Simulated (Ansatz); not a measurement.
# Thermal properties of Ti from its phonons at 1.02 times its equilibrium volume

Method: DFT PBEsol, scalar-relativistic, plane waves, PAW in Ansatz. Plane waves to 420 eV; Γ-centred k mesh 20×20×20; Fermi-Dirac smearing of 0.15 eV. No spin polarisation. Phonons by linear response, acoustic sum rule imposed.

The cell, relaxed in shape and atoms at 1.02 times its equilibrium volume:
Space group Fm-3m (No. 225). a = 4.091 Å, b = 4.091 Å, c = 4.091 Å, α = 90.00°, β = 90.00°, γ = 90.00°
| atom | site | symmetry | x | y | z |
| --- | --- | --- | --- | --- | --- |
| Ti | 4a | m-3m | 0.0000 | 0.0000 | 0.0000 |

In a metal, frequencies and elastic constants depend on the k mesh and the smearing, soft modes and shear constants most. The q mesh is coarse, so values between its points are rough.

Force constants from linear response on a 2×2×2 q mesh, interpolated to a fine mesh.

Question: Give the zero-point energy per atom.

Answer: 26.6 meV.

Question: How large are the vibrational entropy and heat capacity at 300 K?

Answer: S = 4.33 k_B and C_V = 2.88 k_B per atom, 96 % of the Dulong–Petit value.

Question: Tabulate them against temperature.

Answer:
| T (K) | F_vib (meV/atom) | S (k_B/atom) | C_V (k_B/atom) |
| --- | --- | --- | --- |
| 100 | 22.2 | 1.48 | 2.11 |
| 200 | 1.5 | 3.19 | 2.73 |
| 300 | -31.2 | 4.33 | 2.88 |
| 400 | -72.3 | 5.17 | 2.93 |
| 500 | -119.8 | 5.83 | 2.95 |
| 600 | -172.4 | 6.37 | 2.97 |
| 700 | -229.3 | 6.82 | 2.98 |
| 800 | -289.8 | 7.22 | 2.98 |
| 900 | -353.6 | 7.57 | 2.99 |
| 1000 | -420.2 | 7.89 | 2.99 |

This fcc form isn't the element's structure at ambient conditions.

Cost: 1 run of about 1.6 core-minutes, on AMD EPYC 7R43 (Zen 3) (shared hosts).